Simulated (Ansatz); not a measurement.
## Si₂W (I4/mmm), stationary points along a deformation path

These are results of DFT PBE, scalar-relativistic, plane waves, PAW in Ansatz, not measurements. The runs took a 420 eV cutoff, a Γ-centred 22×22×22 mesh and Gaussian smearing (0.15 eV). Spin–orbit coupling is left out, which can shift energies with elements as heavy as these. No spin polarisation. Energies are free energies at this smearing, counted from the undisturbed cell; pressure is positive in compression.

The undisturbed cell (relaxed at this level):

```
Si W
1.0
    -1.61450    1.61450    3.93341
     1.61450   -1.61450    3.93341
     1.61450    1.61450   -3.93341
Si W
2 1
Direct
  0.33457 0.33457 0.00000
  0.66543 0.66543 0.00000
  0.00000 0.00000 0.00000
```

At fixed volume and fractional coordinates, lengths along (0.000, 0.000, 1.000) are scaled against those across it; ρ is that ratio over its starting value. V = 13.670 Å³/atom. Δσ is the stress along the axis less the mean stress across it (compression positive).

| ρ | ΔE (meV/atom) | Δσ (GPa) | space group |
| --- | --- | --- | --- |
| 0.800 | 690.1 | 110.01 | I4/mmm |
| 0.850 | 358.2 | 81.67 | I4/mmm |
| 0.920 | 88.0 | 38.57 | I4/mmm |
| 0.960 | 20.2 | 17.79 | I4/mmm |
| 1.000 | 0.0 | 0.03 | I4/mmm |
| 1.050 | 25.6 | -17.82 | I4/mmm |
| 1.100 | 91.8 | -31.68 | I4/mmm |
| 1.200 | 294.6 | -48.22 | I4/mmm |
| 1.300 | 528.3 | -52.84 | I4/mmm |

Problem. How does the stress give the slope of the energy, and where is the energy stationary?

Solution. Along the path d ln(length) is 2/3 d ln ρ on the axis and −1/3 d ln ρ across it, so dE/d ln ρ = −(2/3) V Δσ: the energy falls with ρ where Δσ is positive. Δσ vanishes or changes sign at ρ = 1.000 (I4/mmm), a minimum at 0.0 meV/atom. Pairs of stationary points between two samples would go unseen, and could change a minimum read from distant neighbours into a maximum.

Problem. Integrate that slope from ρ = 1 to 1.200 by the trapezoid rule.

Solution. With V/N in Å³ and 1 eV/Å³ = 160.2 GPa the slopes at ρ = 1.000, 1.050, 1.100, 1.200 are -2, 1014, 1802, 2743 meV/atom per unit of ln ρ. The steps add 24.7 + 65.5 + 197.7 = 287.9 meV/atom, against 294.6 from the energies; the trapezoid rule misses the curvature of the slope within each step.

Forces appear on the atoms along this scan, and letting them relax would lower the energy and soften the response. In a metal these slopes depend on the k mesh and the smearing.

Cost: 9 runs of about 2.9 core-minutes in all, on Intel Xeon 6975P-C (Granite Rapids) (shared hosts).